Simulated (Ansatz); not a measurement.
## MnO$_{2}$: which magnetic state is lowest?

Computed with DFT PBE+U, scalar-relativistic, plane waves, PAW (Ansatz 0.2.0).

```
Mn O
1.0
     2.90416    0.00000    0.00000
     0.00000    3.84481    0.00000
     0.00000    0.00000    6.16426
Mn O
2 4
Direct
  0.00000 0.00000 0.65670
  0.50000 0.50000 0.34330
  0.00000 0.50000 0.57820
  0.50000 0.00000 0.42180
  0.00000 0.50000 0.16243
  0.50000 0.00000 0.83757
```

```
plane-wave cutoff                                : 420 eV
Γ-centred k-mesh                                 : 12×10×6
occupation rule                                  : Gaussian smearing, 0.05 eV
U_eff on Löwdin-orthogonalised atomic d orbitals : Mn 2 eV
list of starting moments (μB, in atom order)     : 4 4 0 0 0 0
check for lower electronic states after the SCF  : on
```

All runs keep this geometry, which isn't relaxed for the lowest state (largest force there 0.562 eV/Å, pressure -4.7 GPa) and needn't be a stable compound; relaxing each order can shift differences of a few meV. Signs run over the atoms with starting moments. Site moments are spin moments in atom-centred spheres that scale with the neighbour distance. The states are those that the runs reached from these starts; a lower one can exist.

**Question.** Order the starts by the energy of the state that they reach, lowest first.
A. ferromagnetic
B. antiferromagnetic in the cell, signs +-

**Answer.** A (0.00 meV/atom), B (5.39 meV/atom).

```
                                  start ends energy above lowest (meV/atom) site moments (μB) gap on mesh (eV) P (GPa)
                          ferromagnetic ferromagnetic                            0.00  Mn +2.58 (×2), O -0.06 (×2) metal     -4.7
antiferromagnetic in the cell, signs +-  antiferromagnetic                            5.39           Mn +2.53, Mn -2.53              0.28     -5.3
```

Cost: 2 runs of about 5.3 core-minutes in all, on Arm Neoverse V2 (shared hosts).